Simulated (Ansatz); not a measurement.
**Every step of a relaxation of In (omega type)**

DFT, PBE, PAW with Ansatz's default frozen-core files, scalar-relativistic (Ansatz 0.2.0); a Γ-centred 9×9×13 k mesh, Fermi–Dirac smearing of 0.05 eV, no spin polarisation. The run relaxes cell and atoms at a target pressure of 280 GPa.

Command: `ansatz run input.yaml --threads 1 --pin off --max-ram 3584MiB --backend cpu --events-out ev --progress --plain --runs-dir out` It took 20 s on 1 thread of AMD EPYC 7R43 64-Core Processor (Zen 3), with other jobs on the host, peak memory 0.42 GiB.

PAW: frozen-core files, cutoff 420 eV; forces are relaxed below 0.005 eV/Å.

Each step lists its enthalpy F + pV a cell above the last geometry, the pressure, the cell vectors (Å), and Cartesian positions (Å) with forces (eV/Å).

The first step:

```
step 1  dH = 79.46 meV  P = 278.7 GPa
  cell 4.0275 0.0000 0.0000  -2.0137 3.4879 0.0000  0.0000 0.0000 2.4970
  In 0.0000 0.0000 0.0000   0.0000 0.0000 0.0000
  In 0.0000 2.3253 1.2485   0.0000 0.0000 0.0000
  In 2.0137 1.1626 1.2485   0.0000 0.0000 0.0000
```

**Question.** Where does the relaxation end, and by which steps?

**Answer.** After 5 geometries, with conventional a, b, c = 4.076, 4.076, 2.434 Å, at 11.675 Å³/atom (-0.14 % against the start) in space group P6/mmm, with a shortest distance of 2.354 Å. The further steps:
```
step 2  dH = 9.68 meV  P = 287.9 GPa
  cell 4.0755 0.0000 0.0000  -2.0378 3.5295 0.0000  0.0000 0.0000 2.4167
  In 0.0000 0.0000 0.0000   0.0000 0.0000 0.0000
  In 0.0000 2.3530 1.2084   0.0000 0.0000 0.0000
  In 2.0378 1.1765 1.2084   0.0000 0.0000 0.0000
step 3  dH = 10.26 meV  P = 270.7 GPa
  cell 4.0891 0.0000 0.0000  -2.0445 3.5413 0.0000  0.0000 0.0000 2.4413
  In 0.0000 0.0000 0.0000   0.0000 0.0000 0.0000
  In 0.0000 2.3608 1.2207   0.0000 0.0000 0.0000
  In 2.0445 1.1804 1.2207   0.0000 0.0000 0.0000
step 4  dH = 0.32 meV  P = 280.5 GPa
  cell 4.0727 0.0000 0.0000  -2.0364 3.5271 0.0000  0.0000 0.0000 2.4371
  In 0.0000 0.0000 0.0000   0.0000 0.0000 0.0000
  In 0.0000 2.3514 1.2185   0.0000 0.0000 0.0000
  In 2.0364 1.1757 1.2185   0.0000 0.0000 0.0000
step 5  dH = 0.00 meV  P = 280.0 GPa
  cell 4.0764 0.0000 0.0000  -2.0382 3.5303 0.0000  0.0000 0.0000 2.4339
  In 0.0000 0.0000 0.0000   0.0000 0.0000 0.0000
  In 0.0000 2.3535 1.2170   0.0000 0.0000 0.0000
  In 2.0382 1.1768 1.2170   0.0000 0.0000 0.0000
step 6  dH = -0.08 meV  P = 280.0 GPa  (same geometry on a basis chosen anew; earlier energies don't compare to the last digit)
  cell 4.0764 0.0000 0.0000  -2.0382 3.5303 0.0000  0.0000 0.0000 2.4339
  In 0.0000 0.0000 0.0000   0.0000 0.0000 0.0000
  In 0.0000 2.3535 1.2170   0.0000 0.0000 0.0000
  In 2.0382 1.1768 1.2170   0.0000 0.0000 0.0000
```
